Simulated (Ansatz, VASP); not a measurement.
## Ru: VASP beside Ansatz

```
Ru
1.0
     2.69759    0.00000    0.00000
    -1.34880    2.33619    0.00000
     0.00000    0.00000    4.26582
Ru
2
Direct
  0.33333 0.66667 0.25000
  0.66667 0.33333 0.75000
```

Alike in both runs: functional PBE; dispersion D3(BJ); k mesh 18 × 18 × 10; occupations gaussian, width 0.1 eV; no spin polarisation.

Ansatz relaxed the structure, and its values are those at the end. VASP's run is a single point on that final structure, the one shown.

|  | VASP | Ansatz |
| --- | --- | --- |
| version | VASP 6.6.1 | Ansatz 0.2.0 |
| potentials or method | VASP PAW PBE potentials, release 64 (Ru_pv) | scalar-relativistic, plane waves, PAW |
| plane-wave cutoff (eV) | 520 | 420 |
| valence electrons in the cell | 28 | 32 |

Ansatz gave:

| Property | Result |
| --- | --- |
| gap on the k mesh at the Fermi level (eV) | none |
| pressure (GPa) | 0.0 |

Q: Estimate VASP's values.

A: gap on the k mesh at the Fermi level (eV): none; pressure (GPa): -0.1.

A gap of «none» marks a metal or a gap that the smearing closes. The two sets of potentials don't hold the same shells in valence.

Caveats: pairwise dispersion overbinds metals, which lowers pressure and volume.
